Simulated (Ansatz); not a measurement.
**Straining AlGaN₂**

All numbers below come from Ansatz, DFT r2SCAN, scalar-relativistic, plane waves, PAW. (500 eV cutoff, 8×8×6 k-mesh, Gaussian smearing of 0.02 eV, no spin polarisation)

The relaxed crystal:

```
Al Ga N
1.0
     3.13853    0.00000    0.00000
     0.00000    3.13853    0.00000
     0.00000    0.00000    4.42236
Al Ga N
1 1 2
Direct
  0.50000 0.50000 0.50000
  0.00000 0.00000 0.00000
  0.50000 0.00000 0.73908
  0.00000 0.50000 0.26092
```

Deformation: c alone is stretched, the rest of the cell is held and the atoms relax, all within the symmetry that the strain leaves. Energies are extrapolated to zero smearing. Gaps are generalised Kohn–Sham gaps over the whole zone.

```
strain (%)  ΔE (meV/atom) a (Å) b (Å) c (Å) gap (eV)
      -6.0           36.6  3.139  3.139  4.157      3.90
      -4.0           16.2  3.139  3.139  4.245      3.73
      -2.0            4.0  3.139  3.139  4.334      3.55
      +0.0            0.0  3.139  3.139  4.422      3.37
      +2.0            3.9  3.139  3.139  4.511      3.19
      +4.0           15.6  3.139  3.139  4.599      3.01
      +6.0           34.8  3.139  3.139  4.688      2.82
```

(1) What stiffness (1/V) d²E/dε² at zero strain does a cubic fit over all points give?

(2) How fast does the gap move with strain on either side?

Results:

(1) A cubic fit gives (1/V) d²E/dε² = 292 GPa at zero strain (the elastic constant along c at held a and b).

(2) -90 meV per percent on the compressed side and -90 meV per percent on the stretched side; it is direct at -2.0 %, direct at zero and direct at +2.0 %.